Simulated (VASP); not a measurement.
Here is a VASP 6.6.1 calculation.

The input INCAR:

```
PREC = Accurate
ENCUT = 520
EDIFF = 1E-6
ISMEAR = 1
SIGMA = 0.1
LREAL = False
LASPH = True
NELM = 120
ALGO = Normal
ISIF = 2
LWAVE = False
LCHARG = False
LDIPOL = True
IDIPOL = 3
DIPOL = 0.5 0.5 0.500
GGA = PE
IBRION = 2
NSW = 90
EDIFFG = -0.02
KPAR = 2
```

The input KPOINTS:

```
regular mesh
0
Gamma
  14 14 1
```

POSCAR

```
Ir
1.0
    2.7193470000      0.0000000000      0.0000000000
   -1.3596735000      2.3550235400      0.0000000000
    0.0000000000      0.0000000000     27.5564212900
Ir
4
Direct
    0.3333340000      0.6666660000      0.3773085900
    0.0000000000      1.0000000000      0.4591040900
    0.6666670000      0.3333330000      0.5408959100
    0.3333340000      0.6666660000      0.6226914100
```

Potentials or basis: VASP PAW PBE potentials, release 64 (Ir).

The run is started by

```console
$ cat potpaw_PBE.64/Ir/POTCAR > POTCAR
$ mpirun -np 2 vasp_std > vasp.out
```

(1) Predict the band gap on the k mesh.

(2) What does it give for the energy gained by relaxing?

Results:

(1) none (metal or under the smearing width).

(2) 8.4 meV/atom.
